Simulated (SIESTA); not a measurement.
Te2Pt (Moncheite):

```
CELL_PARAMETERS angstrom
4.01000 0.00000 0.00000
-2.00500 3.47276 0.00000
0.00000 0.00000 5.20100
ATOMIC_POSITIONS crystal
Pt 0.00000 0.00000 0.00000
Te 0.66667 0.33333 0.75000
Te 0.33333 0.66667 0.25000
```

Base run:

```yaml
Program: SIESTA 5.4.2
Functional: PBE
Potentials_or_basis: SG15 1.2 (PBE files) or PseudoDojo by element
Basis: DZP (energy shift 0.003 Ry; two zetas on semicore shells)
Grid_cutoff: 800 Ry
Energy_shift: 0.003 Ry
k_mesh: 8 × 8 × 5
Occupations: fermi-dirac, width 0.05 eV
Spin: no spin polarisation
```

Its results: band gap on the k mesh none (metal or under the smearing width); pressure 12.5 GPa; largest force 1.492 eV/Å.

Question: The run is repeated on the same cell with these changes: functional from PBE to RPBE; potentials or basis from SG15 1.2 (PBE files) or PseudoDojo by element to PseudoDojo 0.4 standard (PBE files). What comes out?

Answer: Band gap on the k mesh none (metal or under the smearing width); pressure 13.9 GPa; largest force 1.709 eV/Å.

Caveats: spin-orbit coupling is left out, which moves the levels of the heavy elements; the basis of atomic orbitals isn't converged, which shifts pressures, moduli and gaps; forces of over 1 eV/Å show positions far from the minimum, so gaps and moduli don't describe the material at rest (some runs); short orbitals over semicore shells can move pressures by several GPa (some runs); the potentials were made for another functional, which shifts forces and pressure (some runs).
